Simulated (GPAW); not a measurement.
Runs of GPAW 26.7.0 on Al. It takes space group Fm-3m (No. 225, cubic). The conventional cell has a = 4.050 Å, b = 4.050 Å, c = 4.050 Å, α = 90.00°, β = 90.00°, γ = 90.00°. Al (site symmetry m-3m) has 12 Al at 2.86 Å as nearest neighbours. 

```tsv
task	level	cell	optimizer	fmax	max steps	target pressure	convergence	gap on the mesh (eV)	pressure (GPa)	V0 of scaled cells (Å³/atom)	B0 (GPa)
equation of state	PBEsol	as given	-	-	-	-	-	-	-	16.24	84
relaxation of cell and atoms	PBEsol	relaxed to 30 GPa	BFGS	0.02 eV/Å	60	30 GPa	density=1e-05 forces=0.0001	none	30.0	-	-
relaxation of cell and atoms	PBEsol	relaxed to 5 GPa	BFGS	0.02 eV/Å	60	5 GPa	density=1e-05 forces=0.0001	none	5.0	-	-
relaxation of cell and atoms	PBEsol	relaxed	BFGS	0.02 eV/Å	60	-	density=1e-05 forces=0.0001	none	0.0	-	-
equation of state	OLYP	as given	-	-	-	-	-	-	-	(a)	85
```

Alike in all rows: potentials or basis PAW data sets generated in the run's folder for this functional, pw; no spin polarisation; k mesh 11 × 11 × 11; cutoff (eV) 600; smearing fermi-dirac 0.05 eV.

Problem. Estimate the missing entries.

Solution. (a) 16.35.

Caveats: later steps reuse the first step's grids (some runs); the volume moved by over 15 % at a fixed basis, so the end points are rough (some runs).

A gap of «none» marks a metal or a gap under the smearing width.

Runs at the PBE level aren't shown here.
